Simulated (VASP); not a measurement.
The system is BN, a slab with vacuum.

```
B N
1.0
     2.50879    0.00000    0.00000
    -1.25440    2.17268    0.00000
     0.00000    0.00000   18.00000
B N
1 1
Direct
  0.66667 0.33333 0.50000
  0.33333 0.66667 0.50000
```

Base run:

| Property | Result |
| --- | --- |
| Program | VASP 6.6.1 |
| Functional | PBE0 |
| Potentials or basis | VASP PAW PBE potentials, release 64 (B, N) |
| Cutoff | 520 eV |
| k mesh | 9 × 9 × 1 |
| Occupations | gaussian, width 0.03 eV |
| Spin | no spin polarisation |

Its results: band gap on the k mesh 6.31 eV, indirect (least direct gap 6.83 eV).

Problem. The run is repeated on the same cell with these changes: functional from PBE0 to HSE06. What comes out?

Solution. Band gap on the k mesh 5.66 eV, indirect (least direct gap 6.10 eV).
